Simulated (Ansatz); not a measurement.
Runs of Ansatz 0.2.0 on NaCl. It takes space group Fm-3m (No. 225, cubic). The conventional cell has a = 5.588 Å, b = 5.588 Å, c = 5.588 Å, α = 90.00°, β = 90.00°, γ = 90.00°. Cl (site symmetry m-3m) is surrounded by 6 Na at 2.79 Å. Na (site symmetry m-3m) is surrounded by 6 Cl at 2.79 Å. The cell is a database's computed one.

| task | level | cell | k mesh | cutoff (eV) | points for each segment of the path | mesh quality | gap on the mesh (eV) | pressure (GPa) | V0 of scaled cells (Å³/atom) | relaxed volume (Å³/atom) | B0 (GPa) |
| --- | --- | --- | --- | --- | --- | --- | --- | --- | --- | --- | --- |
| relaxation of cell and atoms | revPBE | relaxed | 8 × 8 × 8 | 420 | - | not flagged | 5.04 | 0.0 | - | 24.69 | - |
| band structure | HSE03 | as given | 5 × 5 × 5 | 420 | 4 | not flagged | (a) | - | - | - | - |
| band structure | PBE0 | as given | 4 × 4 × 4 | 420 | 4 | coarse | 7.33 | - | - | - | - |
| relaxation of cell and atoms | revPBE+D4 | relaxed | 8 × 8 × 8 | 420 | - | not flagged | 5.26 | 0.0 | - | 23.19 | - |
| relaxation of cell and atoms | HSE06 | relaxed | 4 × 4 × 4 | 420 | - | coarse | (c) | - | - | 22.58 | - |
| equation of state | r2SCAN | as given | 8 × 8 × 8 | 500 | - | not flagged | - | - | 22.05 | - | 27 |
| equation of state | HSE03 | as given | 4 × 4 × 4 | 420 | - | coarse | - | - | 22.62 | - | 25 |
| relaxation of cell and atoms | RPBE+D4 | relaxed | 8 × 8 × 8 | 420 | - | not flagged | 5.27 | 0.0 | - | (b) | - |

Alike in all rows: potentials or basis Ansatz PAW; no spin polarisation; smearing fermi-dirac 0.05 eV.

Question: Estimate the missing entries.

Answer: (a) 6.36; (b) 23.38; (c) 6.45.

Caveats: some runs use coarse meshes; the PAW data sets come from PBE, with cores solved anew for the run's functional, which leaves a small shift of forces and pressure; the plane-wave basis is chosen anew once the cell has moved, so the energies of steps on either side of that aren't comparable (some runs); the potentials were made for another functional, which shifts forces and pressure (some runs).

A k mesh can miss the band edges.

Not every run made on this cell is shown here.
